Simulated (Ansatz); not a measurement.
# SrO: strain and displacement

```xyz
2
Lattice="0.0000 2.5698 2.5698 2.5698 0.0000 2.5698 2.5698 2.5698 0.0000" Properties=species:S:1:pos:R:3 pbc="T T T"
Sr    0.0000    0.0000    0.0000
O     2.5698    2.5698    2.5698
```

Atom numbers follow the list: Sr1, O2.

The cell is COD entry 1100027, as deposited and not checked against the literature; nothing was relaxed. It is an old determination, and later ones may differ.

Method: Ansatz 0.2.0, DFT, PBE, all-electron PAW with datasets made for the crystal, scalar-relativistic.

Numerical set-up: a Γ-centred 8×8×8 k mesh, Fermi–Dirac smearing of 0.02 eV, cutoff 300 eV (chosen by the program for this cell), no spin polarisation.

The unchanged cell is at 2.92 GPa.

Semilocal functionals give too small gaps.

x, y and z are the Cartesian axes of the cell as listed; fractional coordinates follow a strain, and an engineering shear is twice the off-diagonal strain component.

Vzz stands for the principal value of largest size of the field-gradient tensor, whatever its axis.

No spin–orbit coupling: at heavy atoms the gradients can be off by tens of per cent for that reason.

Q: One change gave: energy change +1 meV/atom; stress change (xx, yy, zz, yz, xz, xy) -0.66, -0.66, 1.46, 0.00, 0.00, 0.00 GPa, compression positive; Vzz in 10²¹ V/m²: Sr1 0 → -1.56 (η = 0.00), O2 0 → -0.50 (η = 0.00); gap on the k mesh 3.31 → 3.24 eV. Which change was it?
A. equal xy, yz and zx engineering shear strains of -2 %
B. equal xy, yz and zx engineering shear strains of +2 %
C. equal xy, yz and zx engineering shear strains of +3 %
D. equal xy, yz and zx engineering shear strains of -1 %
E. z strained by +4 % at fixed volume
F. equal xy, yz and zx engineering shear strains of +1 %
G. z strained by -1 % at fixed volume
H. atom 2 (O) moved by (0.1155, 0.1155, 0.1155) Å
I. equal xy, yz and zx engineering shear strains of -3 %

A: G. For equal xy, yz and zx engineering shear strains of -3 %: energy change +8 meV/atom; stress change (xx, yy, zz, yz, xz, xy) -0.02, -0.02, -0.02, 1.49, 1.49, 1.49 GPa, compression positive; Vzz in 10²¹ V/m²: Sr1 0 → 2.20 (η = 0.00), O2 0 → -0.26 (η = 0.00); gap on the k mesh 3.31 → 3.24 eV. For equal xy, yz and zx engineering shear strains of -1 %: energy change under 1 meV/atom; stress change (xx, yy, zz, yz, xz, xy) 0.00, 0.00, 0.00, 0.53, 0.53, 0.53 GPa, compression positive; Vzz in 10²¹ V/m²: Sr1 0 → 0.75 (η = 0.00), O2 0 → -0.09 (η = 0.00); gap on the k mesh 3.31 → 3.29 eV. For equal xy, yz and zx engineering shear strains of +2 %: energy change +4 meV/atom; stress change (xx, yy, zz, yz, xz, xy) -0.01, -0.01, -0.01, -1.14, -1.14, -1.14 GPa, compression positive; Vzz in 10²¹ V/m²: Sr1 0 → -1.53 (η = 0.00), O2 0 → 0.21 (η = 0.00); gap on the k mesh 3.31 → 3.28 eV. For equal xy, yz and zx engineering shear strains of -2 %: energy change +3 meV/atom; stress change (xx, yy, zz, yz, xz, xy) -0.01, -0.01, -0.01, 1.02, 1.02, 1.02 GPa, compression positive; Vzz in 10²¹ V/m²: Sr1 0 → 1.48 (η = 0.00), O2 0 → -0.18 (η = 0.00); gap on the k mesh 3.31 → 3.26 eV. For equal xy, yz and zx engineering shear strains of +1 %: energy change under 1 meV/atom; stress change (xx, yy, zz, yz, xz, xy) 0.00, 0.00, 0.00, -0.56, -0.56, -0.56 GPa, compression positive; Vzz in 10²¹ V/m²: Sr1 0 → -0.76 (η = 0.00), O2 0 → 0.10 (η = 0.00); gap on the k mesh 3.31 → 3.30 eV. For equal xy, yz and zx engineering shear strains of +3 %: energy change +8 meV/atom; stress change (xx, yy, zz, yz, xz, xy) -0.02, -0.02, -0.02, -1.75, -1.75, -1.75 GPa, compression positive; Vzz in 10²¹ V/m²: Sr1 0 → -2.30 (η = 0.00), O2 0 → 0.33 (η = 0.00); gap on the k mesh 3.31 → 3.26 eV. For z strained by +4 % at fixed volume: energy change +16 meV/atom; stress change (xx, yy, zz, yz, xz, xy) 3.17, 3.17, -4.23, 0.00, 0.00, 0.00 GPa, compression positive; Vzz in 10²¹ V/m²: Sr1 0 → 5.73 (η = 0.00), O2 0 → 1.85 (η = 0.00); gap on the k mesh 3.31 → 3.20 eV. For atom 2 (O) moved by (0.1155, 0.1155, 0.1155) Å: energy change +22 meV/atom; stress change (xx, yy, zz, yz, xz, xy) 1.03, 1.03, 1.03, -0.21, -0.21, -0.21 GPa, compression positive; change of the force on O2 (-0.264, -0.264, -0.264) eV/Å; Vzz in 10²¹ V/m²: Sr1 0 → 1.16 (η = 0.00), O2 0 → 0.27 (η = 0.00); gap on the k mesh 3.31 → 3.62 eV.

Q: What force constant does this one finite step give for O2 along its displacement (all its periodic images move with it)?

A: k = −ΔF·u/|u|² = 2.29 eV/Å², so the force pulls the atom back.
